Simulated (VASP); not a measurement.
# GaN: band structure with PBE

**Measured values to compare with.**

From “Studying electronic properties in GaN without electrical contacts using γ-γ vs e−-γ Perturbed Angular Correlations”, 2019, pmc:6823545, for a bulk crystal of GaN: band gap 3.503 ± 0.005 eV (direct).

The system is GaN.

```xyz
4
Lattice="3.2177 0.0000 0.0000 -1.6089 2.7866 0.0000 0.0000 0.0000 5.2441" Properties=species:S:1:pos:R:3 pbc="T T T"
Ga    0.0000    1.8578    5.2398
Ga    1.6089    0.9289    2.6178
N     0.0000    1.8578    1.9708
N     1.6089    0.9289    4.5928
```

```
Program                : VASP 6.6.1
Task                   : band structure
Functional             : PBE
Potentials or basis    : VASP PAW PBE potentials, release 64 (Ga_d, N)
Cutoff                 : 520 eV
k mesh                 : 12 × 12 × 5
Occupations            : gaussian, width 0.03 eV
Spin                   : no spin polarisation
Further INCAR settings : ALGO = Normal; EDIFF = 1e-06; NBANDS = 26
```

```yaml
Pressure: 0.2 GPa
Band_gap_on_the_k_mesh: 1.72 eV, direct
Band_gap_along_the_path: 1.72 eV, direct
```

Forces in eV/Å, atoms in the order of the input:
```
Ga   0.000  0.000 -0.003
Ga   0.000  0.000 -0.003
N    0.000  0.000  0.003
N    0.000  0.000  0.003
```

Levels at the corners of the path, in eV from the valence-band top:
| point | band 16 | band 17 | band 18 | band 19 | band 20 | band 21 |
| --- | --- | --- | --- | --- | --- | --- |
| Γ | -0.04 | 0.00 | 0.00 | 1.72 | 4.07 | 9.02 |
| M | -2.64 | -2.12 | -0.96 | 4.98 | 5.37 | 5.98 |
| M | -2.64 | -2.12 | -0.96 | 4.98 | 5.37 | 5.98 |
| K | -2.87 | -2.87 | -2.62 | 5.18 | 7.53 | 7.53 |
| K | -2.87 | -2.87 | -2.62 | 5.18 | 7.53 | 7.53 |
| Γ | -0.04 | 0.00 | 0.00 | 1.72 | 4.07 | 9.02 |
| Γ | -0.04 | 0.00 | 0.00 | 1.72 | 4.07 | 9.02 |
| A | -0.51 | -0.51 | -0.51 | 4.06 | 4.06 | 8.31 |
| A | -0.51 | -0.51 | -0.51 | 4.06 | 4.06 | 8.31 |
| L | -1.87 | -1.83 | -1.83 | 4.31 | 4.31 | 7.58 |
| L | -1.87 | -1.83 | -1.83 | 4.31 | 4.31 | 7.58 |
| H | -4.04 | -1.42 | -1.42 | 6.22 | 6.22 | 7.25 |
| H | -4.04 | -1.42 | -1.42 | 6.22 | 6.22 | 7.25 |
| A | -0.51 | -0.51 | -0.51 | 4.06 | 4.06 | 8.31 |
| L | -1.87 | -1.83 | -1.83 | 4.31 | 4.31 | 7.58 |
| M | -2.64 | -2.12 | -0.96 | 4.98 | 5.37 | 5.98 |
| K | -2.87 | -2.87 | -2.62 | 5.18 | 7.53 | 7.53 |
| H | -4.04 | -1.42 | -1.42 | 6.22 | 6.22 | 7.25 |

Core levels (eV, on the scale of the bands):
```
atom                                                    levels
1 Ga  1s -10217.3, 2s -1250.7, 2p -1087.2, 3s -137.0, 3p -87.8
2 Ga  1s -10217.3, 2s -1250.7, 2p -1087.2, 3s -137.0, 3p -87.8
 3 N                                                 1s -370.3
 4 N                                                 1s -370.3
```

It took 38 s on 1 thread of Intel(R) Xeon(R) 6975P-C (Granite Rapids) (shared host), peak memory 0.23 GiB.

Measured gap of GaN: 3.503 eV (direct; quoted in “Studying electronic properties in GaN without electrical contacts using γ-γ vs e−-γ Perturbed Angular Correlations”, 2019, pmc:6823545). This calculation gives 1.72 eV (-1.79 eV). So large a miss can be the level of theory's own, or it may mean another phase, state or a wrong row. Spin-orbit coupling on Ga is left out. The value is that of PBE, without temperature or zero-point motion. Semilocal functionals fall short of measured gaps as a rule.
